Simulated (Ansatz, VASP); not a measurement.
## Ag in VASP and in Ansatz

```
Ag
1.0
     0.00000    2.02665    2.02665
     2.02665    0.00000    2.02665
     2.02665    2.02665    0.00000
Ag
1
Direct
  0.00000 0.00000 0.00000
```

Alike in both runs: functional PBEsol; k mesh 14 × 14 × 14; occupations gaussian, width 0.1 eV; no spin polarisation.

Ansatz relaxed the structure, and its values are those at the end. VASP's run is a single point on that final structure, the one shown.

|  | VASP | Ansatz |
| --- | --- | --- |
| version | VASP 6.6.1 | Ansatz 0.2.0 |
| potentials or method | VASP PAW PBE potentials, release 64 (Ag) | scalar-relativistic, plane waves, PAW |
| plane-wave cutoff (eV) | 520 | 420 |
| valence electrons in the cell | 11 | 19 |

|  | VASP | Ansatz | Ansatz less VASP |
| --- | --- | --- | --- |
| gap on the k mesh at the Fermi level (eV) | none | none | - |
| pressure (GPa) | -0.3 | 0.0 | +0.29 |

A gap of «none» marks a metal or a gap that the smearing closes. The two sets of potentials don't hold the same shells in valence. Ansatz warned: «pseudo_functional_mismatch».

Caveats: the PAW data sets were made with another functional, which shifts forces and pressure a little (VASP).
